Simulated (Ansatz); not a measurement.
The parent structure is CsI in the CsCl type structure (space group Pm-3m, No. 221).

```yaml
crystal:
  lattice:
    - [4.61004, 0.00000, 0.00000]
    - [0.00000, 4.61004, 0.00000]
    - [0.00000, 0.00000, 4.61004]
  atoms:
    - { symbol: Cs, position: [0.00000, 0.00000, 0.00000] }
    - { symbol: I, position: [0.50000, 0.50000, 0.50000] }
```

Cartesian axes are those of the cell as printed.

All numbers come from r2SCAN in Ansatz (plane waves to 500 eV, PAW, scalar-relativistic without spin-orbit coupling).

Perturbation: compressive biaxial strain of 1.76 % in the plane normal to [001], as in epitaxy on a mismatched substrate; the out-of-plane cell vector and the atoms relax.

**Question.** How does this affect the ratio −ε⊥/ε∥?

**Answer.** The ratio −ε⊥/ε∥ amounts to 0.57.

No phonon test of stability was made.

Ansatz is a first-principles code.
